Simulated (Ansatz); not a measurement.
**Compressing Ti**

These are results of Ansatz, DFT PBEsol, scalar-relativistic, plane waves, PAW, not measurements. Run with 420 eV cutoff, 12×12×14 k-mesh, Gaussian smearing of 0.10 eV, no spin polarisation.

Starting point, cell and atoms relaxed:

```xyz
3
Lattice="4.5153 0.0000 0.0000 -2.2576 3.9104 0.0000 0.0000 0.0000 2.7988" Properties=species:S:1:pos:R:3 pbc="T T T"
Ti    0.0000    0.0000    0.0000
Ti    0.0000    2.6069    1.3994
Ti    2.2576    1.3035    1.3994
```

Cell and atoms are relaxed at each pressure within the symmetry of the start, at zero temperature, so transitions that lower the symmetry aren't seen. The k-mesh given is that at zero pressure and may differ at others. a, b and c are the lengths of the cell vectors above.

| P (GPa) | V (Å³/atom) | V/V0 | a (Å) | b (Å) | c (Å) |
| --- | --- | --- | --- | --- | --- |
| -2 | 16.76 | 1.017 | 4.542 | 4.542 | 2.814 |
| 0 | 16.47 | 1.000 | 4.515 | 4.515 | 2.799 |
| 2 | 16.21 | 0.984 | 4.489 | 4.489 | 2.786 |
| 5 | 15.84 | 0.962 | 4.454 | 4.454 | 2.766 |
| 10 | 15.31 | 0.929 | 4.401 | 4.401 | 2.738 |
| 20 | 14.43 | 0.876 | 4.311 | 4.311 | 2.689 |
| 40 | 13.13 | 0.797 | 4.172 | 4.172 | 2.613 |

What bulk modulus and pressure derivative fit these points?

A third-order Birch–Murnaghan fit gives B0 = 120 GPa and B0' = 3.5.

Which cell vector or vectors give way most up to 40 GPa?

a and b: the changes are a -7.6 %, b -7.6 %, c -6.6 %.

This form isn't the element's structure at ambient conditions.